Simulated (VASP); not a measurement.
The system is Si.

```
Si
1.0
     0.00000    2.72185    2.72185
     2.72185    0.00000    2.72185
     2.72185    2.72185    0.00000
Si
2
Direct
  0.50000 0.50000 0.50000
  0.75000 0.75000 0.75000
```

Program: VASP 6.6.1. Alike in all runs: no spin polarisation; cell as given.

Question: Order these runs on this cell by their band gap on the k mesh, lowest first.
A. level RPBE; potentials or basis VASP PAW PBE potentials, release 64 (Si); k mesh 8 × 8 × 8; cutoff (eV) 520; smearing gaussian 0.05 eV; mesh quality not flagged
B. level SCAN; potentials or basis VASP PAW PBE potentials, release 64 (Si); k mesh 8 × 8 × 8; cutoff (eV) 520; smearing fermi-dirac 0.05 eV; mesh quality not flagged
C. level PBEsol0; potentials or basis VASP PAW PBE potentials, release 64 (Si); k mesh 4 × 4 × 4; cutoff (eV) 520; smearing fermi-dirac 0.05 eV; grid for exact exchange (PRECFOCK) Fast; exchange at q = 0 truncated; mesh quality coarse
D. level LDA; potentials or basis VASP PAW LDA potentials, release 64 (Si_GW); k mesh 8 × 8 × 8; cutoff (eV) 550; smearing gaussian 0.1 eV; mesh quality not flagged

Answer: D (0.53 eV), A (0.68 eV), B (0.88 eV), C (1.94 eV).

Caveats: some runs use coarse meshes; the mesh misses the band edges, which the band path finds closer together (some runs).

Runs at the PBE level aren't shown here.
